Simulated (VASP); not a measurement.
# InSb (F-43m) in VASP: single point with HSE06

Aim: the single point of InSb with HSE06.

All numbers are computed with VASP 6.6.1; they aren't measurements. Logs are shortened: lines on timing, memory, paths and dates and some standing lists are left out, and cuts for length are marked.

**Experimental background.**

“Electronic Structure and Epitaxy of CdTe Shells on InSb Nanowires”, 2021, arxiv:2111.05126 quotes, for a bulk crystal of InSb: band gap 0.24 eV.

How close the calculation comes is told below.

**1. Starting point**

The structure is cubic, space group F-43m (No. 216). The conventional cell has a = 6.521 Å, b = 6.521 Å, c = 6.521 Å, α = 90.00°, β = 90.00°, γ = 90.00°. In (site symmetry -43m) has 4 Sb at 2.82 Å as nearest neighbours. Around Sb (site symmetry -43m) lie 4 In at 2.82 Å.

The cell is a database's computed one.

**2. Single point, HSE06**

Input file POSCAR:

```
InSb
1.0
    0.0000000000      3.2604100000      3.2604100000
    3.2604100000      0.0000000000      3.2604100000
    3.2604100000      3.2604100000      0.0000000000
In Sb
1 1
Direct
    0.0000000000      0.0000000000      0.0000000000
    0.7500000000      0.7500000000      0.7500000000
```

Input file INCAR.step1:

```
SYSTEM = InSb
PREC     = Accurate       ! precision mode
ENCUT    = 520            ! plane-wave cutoff, eV
EDIFF    = 1E-5           ! SCF threshold, eV
ISMEAR   = 0              ! smearing method
SIGMA    = 0.1            ! smearing width, eV
LREAL    = .FALSE.        ! projectors in reciprocal space
LASPH    = .TRUE.         ! aspherical terms in the spheres
NELM     = 60             ! most SCF steps
ALGO     = Normal         ! electronic algorithm
ISIF     = 2              ! what is computed and relaxed
LWAVE    = .TRUE.         ! write WAVECAR
LCHARG   = .FALSE.        ! write CHGCAR
GGA      = PE             ! functional
```

Input file INCAR.step2:

```
SYSTEM = InSb
PREC     = Accurate       ! precision mode
ENCUT    = 520            ! plane-wave cutoff, eV
EDIFF    = 1E-7           ! SCF threshold, eV
ISMEAR   = 0              ! smearing method
SIGMA    = 0.1            ! smearing width, eV
LREAL    = .FALSE.        ! projectors in reciprocal space
LASPH    = .TRUE.         ! aspherical terms in the spheres
NELM     = 60             ! most SCF steps
ALGO     = Normal         ! electronic algorithm
ISIF     = 2              ! what is computed and relaxed
LWAVE    = .FALSE.        ! write WAVECAR
LCHARG   = .FALSE.        ! write CHGCAR
GGA      = PE             ! functional
LHFCALC  = .TRUE.         ! exact exchange
HFSCREEN = 0.2            ! screening, 1/A
PRECFOCK = Fast         
ISTART   = 1
```

Input file KPOINTS:

```
regular mesh
0
G
  6 6 6
  0 0 0
```

Potentials or basis: VASP PAW PBE potentials, release 64 (In_d, Sb).

Run with:

```
$ cat potpaw_PBE.64/In_d/POTCAR potpaw_PBE.64/Sb/POTCAR > POTCAR
$ cp INCAR.step1 INCAR
$ mpirun -np 1 vasp_std > vasp.out
$ cp INCAR.step2 INCAR
$ mpirun -np 1 vasp_std > vasp.out
```

OUTCAR:

```text
SYSTEM = InSb
   PREC = Accurate
   ENCUT = 520
   EDIFF = 1E-7
   ISMEAR = 0
   LREAL = .FALSE.
   LASPH = .TRUE.
   NELM = 60
   ISIF = 2
   GGA = PE
   LHFCALC = .TRUE.
   HFSCREEN = 0.2
   PRECFOCK = Fast
   ISTART = 1

 ion  position               nearest neighbor table
   1  0.000  0.000  0.000-   2 2.82   2 2.82   2 2.82   2 2.82
   2  0.750  0.750  0.750-   1 2.82   1 2.82   1 2.82   1 2.82

  LATTYP: Found a face centered cubic cell.
 ALAT       =     6.5208200000

  Lattice vectors:

 A1 = (   0.0000000000,   3.2604100000,   3.2604100000)
 A2 = (   3.2604100000,   0.0000000000,   3.2604100000)
 A3 = (   3.2604100000,   3.2604100000,   0.0000000000)

Analysis of symmetry for initial positions (statically):
=====================================================================
 Subroutine PRICEL returns:
 Original cell was already a primitive cell.

 Routine SETGRP: Setting up the symmetry group for a
 face centered cubic supercell.

 Subroutine GETGRP returns: Found 24 space group operations
 (whereof 24 operations were pure point group operations)
 out of a pool of 48 trial point group operations.

The static configuration has the point symmetry T_d .

Analysis of symmetry for dynamics (positions and initial velocities):
=====================================================================
 Subroutine PRICEL returns:
 Original cell was already a primitive cell.

 Routine SETGRP: Setting up the symmetry group for a
 face centered cubic supercell.

 Subroutine GETGRP returns: Found 24 space group operations
 (whereof 24 operations were pure point group operations)
 out of a pool of 48 trial point group operations.

The dynamic configuration has the point symmetry T_d .

 Subroutine INISYM returns: Found 24 space group operations
 (whereof 24 operations are pure point group operations),
 and found     1 'primitive' translations

----------------------------------------------------------------------------------------

                                     Primitive cell

  volume of cell :      69.3181

  direct lattice vectors                    reciprocal lattice vectors
     0.000000000  3.260410000  3.260410000    -0.153354946  0.153354946  0.153354946
     3.260410000  0.000000000  3.260410000     0.153354946 -0.153354946  0.153354946
     3.260410000  3.260410000  0.000000000     0.153354946  0.153354946 -0.153354946

  length of vectors
     4.610916041  4.610916041  4.610916041     0.265618558  0.265618558  0.265618558

  position of ions in fractional coordinates (direct lattice)
     0.000000000  0.000000000  0.000000000
     0.750000000  0.750000000  0.750000000

  ion indices of the primitive-cell ions
   primitive index   ion index
                 1           1
                 2           2

----------------------------------------------------------------------------------------

 KPOINTS: regular mesh

Automatic generation of k-mesh.
 Grid dimensions read from file:
 generate k-points for:    6    6    6

 Generating k-lattice:

  Cartesian coordinates                     Fractional coordinates (reciprocal lattice)
    -0.025559158  0.025559158  0.025559158     0.166666667  0.000000000  0.000000000
     0.025559158 -0.025559158  0.025559158     0.000000000  0.166666667  0.000000000
     0.025559158  0.025559158 -0.025559158     0.000000000  0.000000000  0.166666667

  Length of vectors
     0.044269760  0.044269760  0.044269760

  Shift w.r.t. Gamma in fractional coordinates (k-lattice)
     0.000000000  0.000000000  0.000000000

 Subroutine IBZKPT returns following result:
 ===========================================

 Found     16 irreducible k-points:

 Following reciprocal coordinates:
            Coordinates               Weight
  0.000000  0.000000  0.000000      1.000000
  0.166667  0.000000  0.000000      8.000000
  0.333333  0.000000  0.000000      8.000000
  0.500000  0.000000  0.000000      4.000000
  0.166667  0.166667  0.000000      6.000000
  0.333333  0.166667  0.000000     24.000000
[... 8 lines left out ...]
 -0.333333  0.333333  0.166667     24.000000
 -0.333333  0.500000  0.166667     12.000000
   k-points           NKPTS =     16   k-points in BZ     NKDIM =    216   number of bands    NBANDS=     13
   number of dos      NEDOS =    301   number of ions     NIONS =      2
   total plane-waves  NPLWV =  46656
   dimension x,y,z NGX =    36 NGY =   36 NGZ =   36
   dimension x,y,z NGXF=    72 NGYF=   72 NGZF=   72
   ions per type =               1   1
   NGX,Y,Z   is equivalent  to a cutoff of  12.98, 12.98, 12.98 a.u.
   NGXF,Y,Z  is equivalent  to a cutoff of  25.96, 25.96, 25.96 a.u.
 SYSTEM =  InSb
   PREC   = accura    normal or accurate (medium, high low for compatibility)
   ISTART =      1    job   : 0-new  1-cont  2-samecut
   ICHARG =      0    charge: 1-file 2-atom 10-const
   ISPIN  =      1    spin polarized calculation?
   LNONCOLLINEAR =      F non collinear calculations
   LSORBIT =      F    spin-orbit coupling
   LASPH  =      T    aspherical Exc in radial PAW
   ENCUT  =  520.0 eV  38.22 Ry    6.18 a.u.   8.57  8.57  8.57*2*pi/ulx,y,z
   NELM   =     60;   NELMIN=  2; NELMDL=  0     # of ELM steps
   EDIFF  = 0.1E-06   stopping-criterion for ELM
   LREAL  =      F    real-space projection
   EDIFFG = 0.1E-05   stopping-criterion for IOM
   NSW    =      0    number of steps for IOM
   IBRION =     -1    ionic relax: 0-MD 1-quasi-New 2-CG
   NFREE  =      0    steps in history (QN), initial steepest desc. (CG)
   ISIF   =      2    stress and relaxation
   ISYM   =      3    0-nonsym 1-usesym 2-fastsym
   POTIM  = 0.5000    time-step for ionic-motion
   TEBEG  =    0.0;   TEEND  =   0.0 temperature during run
   PSTRESS=    0.0 pullay stress
   NELECT =      18.0000    total number of electrons
   NUPDOWN=      -1.0000    fix difference up-down
   EMIN   =  10.00;   EMAX   =-10.00  energy-range for DOS
   EFERMI =   0.00;   METHOD = LEGACY
   ISMEAR =     0;   SIGMA  =   0.10  broadening in eV -4-tet -1-fermi 0-gaus
   EFERMI_NEDOS =   21; number of points for ismear=-14 and -15
   IALGO  =     38    algorithm
   IMIX   =      1    mixing-type and parameters
     AMIX     =   0.40;   BMIX     =  1.00
     AMIX_MAG =   1.60;   BMIX_MAG =  1.00
  volume/ion in A,a.u.               =      34.66       233.89
  Fermi-wavevector in a.u.,A,eV,Ry     =   1.044440  1.973705 14.841979  1.090855
  Thomas-Fermi vector in A             =   2.179193
   LORBIT       =      0    0 simple, 1 ext, 2 COOP (PROOUT), +10 PAW based schemes
   GGA     = PE    functional components
   LHFCALC =     T    Hartree Fock is set to
   PRECFOCK=fast      Normal, Fast or Accurate (Low or Medium for compatibility)
   ENCUT4O =  -1.0   cutoff for four orbital integrals eV
   NKREDX  =     1    reduce k-point grid by
   NKREDY  =     1    reduce k-point grid by
   NKREDZ  =     1    reduce k-point grid by
   AEXX    =    0.2500 exact exchange contribution
   HFSCREEN=    0.2000 screening length (either q_TF or 0.3 A-1)
   HFSCREENC=   0.2000 screening length for correlation (either q_TF or 0.3 A-1)
   ENCUTFOCK=  -1.0 apply spherical cutoff to Coloumb kernel
   IVDW    =     0    specifies the selected vdW correction
   LEPSILON=     F    determine dielectric tensor
   LRPA    =     F    only Hartree local field effects (RPA)
 non-spin polarized calculation
 Gauss-broadening in eV      SIGMA  =   0.10
  energy-cutoff  :      520.00
  volume of cell :       69.32
 maximum number of plane-waves:      1893
 NGX is ok and might be reduce to    36
  NGX = 20; NGY = 20; NGZ = 20

 number of electron      17.9999994 magnetization

 Free energy of the ion-electron system (eV)
  ---------------------------------------------------
  ext. energy  EPLUGINS =         0.00000000
  ---------------------------------------------------
  free energy    TOTEN  =        -8.48103514 eV

  energy without entropy =       -8.48102033  energy(sigma->0) =       -8.48102773

 E-fermi :   4.7174     XC(G=0):  -7.1869

 val. band max:        4.5026415284   @ k =   0.0000   0.0000   0.0000
 cond. band min:       4.9075295476   @ k =   0.0000   0.0000   0.0000
 fundamental gap:      0.4048880192
 Fermi energy:         4.7173915262

 k-point     1 :       0.0000    0.0000    0.0000
  band No.  band energies     occupation
      1     -11.8509      2.00000
      2     -11.8509      2.00000
      3     -11.8509      2.00000
      4     -11.7650      2.00000
      5     -11.7650      2.00000
      6      -7.1105      2.00000
      7       4.5026      1.99761
      8       4.5026      1.99761
      9       4.5026      1.99761
     10       4.9075      0.00717
     11       8.1571      0.00000
     12       8.1571      0.00000
     13       8.1571      0.00000

 k-point     2 :       0.1667    0.0000    0.0000
  band No.  band energies     occupation
      1     -11.8603      2.00000
      2     -11.8457      2.00000
      3     -11.8457      2.00000
      4     -11.7652      2.00000
      5     -11.7652      2.00000
      6      -6.8434      2.00000
      7       2.0137      2.00000
      8       4.1614      2.00000
      9       4.1614      2.00000
     10       6.0688      0.00000
     11       8.6283      0.00000
     12       8.6283      0.00000
     13       8.9029      0.00000

 k-point     3 :       0.3333    0.0000    0.0000
  band No.  band energies     occupation
      1     -11.8790      2.00000
      2     -11.8365      2.00000
      3     -11.8365      2.00000
      4     -11.7646      2.00000
      5     -11.7646      2.00000
      6      -6.1504      2.00000
      7      -0.3850      2.00000
      8       3.6528      2.00000
      9       3.6528      2.00000
     10       5.8027      0.00000
     11       9.0450      0.00000
     12       9.0450      0.00000
     13      11.1129      0.00000
[... 177 lines left out ...]
 k-point    15 :      -0.3333    0.3333    0.1667
  band No.  band energies     occupation
      1     -11.9021      2.00000
      2     -11.8249      2.00000
      3     -11.8166      2.00000
      4     -11.7712      2.00000
      5     -11.7633      2.00000
      6      -5.1593      2.00000
      7      -1.5163      2.00000
      8       1.3801      2.00000
      9       2.3743      2.00000
     10       7.9530      0.00000
     11       8.7713      0.00000
     12      10.2394      0.00000
     13      11.2329      0.00000

 k-point    16 :      -0.3333    0.5000    0.1667
  band No.  band energies     occupation
      1     -11.9102      2.00000
      2     -11.8189      2.00000
      3     -11.8108      2.00000
      4     -11.7764      2.00000
      5     -11.7607      2.00000
      6      -4.9538      2.00000
      7      -1.7209      2.00000
      8       1.6318      2.00000
      9       1.7549      2.00000
     10       7.8622      0.00000
     11       7.8840      0.00000
     12      11.0220      0.00000
     13      11.2427      0.00000

------------------------ aborting loop because EDIFF is reached ----------------------------------------

  FORCE on cell =-STRESS in cart. coord.  units (eV):
  Direction    XX          YY          ZZ          XY          YZ          ZX
  --------------------------------------------------------------------------------------
  -------------------------------------------------------------------------------------
  Total        0.0271602      0.0271602      0.0271602      0.0000000      0.0000000      0.0000000
  in kB        0.6277643      0.6277643      0.6277643      0.0000000      0.0000000      0.0000000
  external PRESSURE =       0.6277643 kB  Pullay stress =       0.0000000 kB

 VOLUME and BASIS-vectors are now :
 -----------------------------------------------------------------------------
  energy-cutoff  :      520.00
  volume of cell :       69.32
      direct lattice vectors                 reciprocal lattice vectors
     0.000000000  3.260410000  3.260410000    -0.153354946  0.153354946  0.153354946
     3.260410000  0.000000000  3.260410000     0.153354946 -0.153354946  0.153354946
     3.260410000  3.260410000  0.000000000     0.153354946  0.153354946 -0.153354946

 POSITION                                       TOTAL-FORCE (eV/Angst)
 -----------------------------------------------------------------------------------
      0.00000      0.00000      0.00000        -0.000000     -0.000000     -0.000000
      4.89061      4.89061      4.89061         0.000000      0.000000      0.000000
 -----------------------------------------------------------------------------------
    total drift:                                0.000002      0.000001      0.000001

  FREE ENERGIE OF THE ION-ELECTRON SYSTEM (eV)
  ---------------------------------------------------
  free  energy   TOTEN  =        -8.4810351415 eV

  energy  without entropy=       -8.4810203283  energy(sigma->0) =       -8.48102773
```

Run time: 21 min. Hardware: 1 thread of Intel Xeon 6975P-C (Granite Rapids), shared host; peak memory 0.33 GiB.

What came out:

```yaml
Free_energy: -8.4810 eV
Pressure: 0.1 GPa
Band_gap_on_the_k_mesh: 0.40 eV, direct
```

Caveat: the PAW data sets were made with another functional, which shifts forces and pressure a little; spin-orbit coupling is left out, which moves the levels of the heavy elements.

**3. How close it comes**

Step 2. A measured gap of InSb is 0.24 eV (quoted in “Electronic Structure and Epitaxy of CdTe Shells on InSb Nanowires”, 2021, arxiv:2111.05126); the calculated 0.40 eV misses it by +0.16 eV. Spin-orbit coupling on In, Sb is left out. The value is that of HSE06, without temperature or zero-point motion. The cell is a database's relaxed one, not the measured one, which moves gaps too.
